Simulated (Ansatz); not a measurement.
# As (sc type): the cost of one run

Program: Ansatz 0.2.0. Level of theory: DFT PBE, with the methods named in each step. These are calculated values, not measurements.

1 further run of the same task is left out (set aside as unsound or not needed).

**1. The starting structure**

The structure is cubic, space group Pm-3m (No. 221). Conventional cell: a = 2.729 Å, b = 2.729 Å, c = 2.729 Å, α = 90.00°, β = 90.00°, γ = 90.00°. Around As (site symmetry m-3m) lie 6 As at 2.73 Å.

Coordinates:

```cif
data_structure
_symmetry_space_group_name_H-M 'P 1'
_symmetry_Int_Tables_number 1
_cell_length_a 2.7291
_cell_length_b 2.7291
_cell_length_c 2.7291
_cell_angle_alpha 90.000
_cell_angle_beta 90.000
_cell_angle_gamma 90.000
_cell_volume 20.33
loop_
_atom_site_label
_atom_site_type_symbol
_atom_site_fract_x
_atom_site_fract_y
_atom_site_fract_z
_atom_site_occupancy
As1 As 0.00000 0.00000 0.00000 1
```

Whether this phase is the stable one at these pressures isn't tested.

**2. The reference volume, LAPW**

input.yaml reads:

```yaml
crystal:
  lattice:
    - [2.7291078612, 0.0, 0.0]
    - [0.0, 2.7291078612, 0.0]
    - [0.0, 0.0, 2.7291078612]
  atoms:
    - { symbol: As, position: [0.0, 0.0, 0.0] }
kpoints:
  mp_grid: { grid: [15, 15, 15] }
  band_path:
    path:
      - [0.0, 0.0, 0.0]
      - [0.0, 0.5, 0.0]
      - [0.5, 0.5, 0.0]
      - [0.0, 0.0, 0.0]
      - [0.5, 0.5, 0.5]
      - [0.0, 0.5, 0.0]
      - [0.5, 0.5, 0.5]
      - [0.5, 0.5, 0.0]
    npoints: 14
scf:
  occupations: { method: fermi_dirac, width: 0.08 }
hamiltonian:
  xc: pbe
  pseudopotentials: { kind: all_electron, lapw: { basis_error: 0.001 } }
output:
  forces: true
  stress: true
  eigenvalues: true
  populations: true
  dos: { projected: true, de: 0.2, e_range: [-14, 8] }
```

Launch:

```console
> ansatz run input.yaml --threads 1 --pin off --max-ram 2048MiB --backend cpu --events-out ev --progress --plain --runs-dir out
```

What time and memory should one allow on 1 thread of Arm Neoverse V2, shared host?

About 8.3 s, with a peak of 0.28 GiB.
